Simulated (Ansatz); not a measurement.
## SiNi (Pmmn), one atom moved over a plane

Theory: Ansatz 0.2.0, DFT PBE, scalar-relativistic, plane waves, PAW. The runs took a 420 eV cutoff, a Γ-centred 16×14×10 mesh and Gaussian smearing (0.15 eV). No spin polarisation. A magnetic state may lie lower. Energies are free energies at this smearing, counted from the undisturbed cell; pressure is positive in compression.

Zero of the scan (relaxed at this level; this form isn't the usual structure):

```xyz
4
Lattice="3.0553 0.0000 0.0000 0.0000 3.2583 0.0000 0.0000 0.0000 4.7094" Properties=species:S:1:pos:R:3 pbc="T T T"
Si    1.5276    1.6292    3.9709
Si    0.0000    0.0000    0.7385
Ni    1.5276    1.6292    1.6121
Ni    0.0000    0.0000    3.0973
```

Atom 3 (Ni) is moved by p along (1.000, 0.000, 0.000) and q along (0.000, 0.000, 1.000) (Å), all else fixed. Points are written (p, q).

Energy above the undisturbed cell in eV/cell (a dash: not computed):

```csv
p \ q,-0.300,-0.150,0.000,0.150,0.300
-0.300,0.94,0.45,0.29,0.40,0.81
0.000,0.60,–,0.00,–,0.55
0.300,0.94,0.45,0.29,0.40,0.81
```

Pressure in GPa:

| p \ q | -0.300 | -0.150 | 0.000 | 0.150 | 0.300 |
| --- | --- | --- | --- | --- | --- |
| -0.300 | 12.8 | 6.5 | 3.4 | 3.4 | 6.7 |
| 0.000 | 9.2 | – | 0.0 | – | 3.6 |
| 0.300 | 12.8 | 6.5 | 3.4 | 3.4 | 6.7 |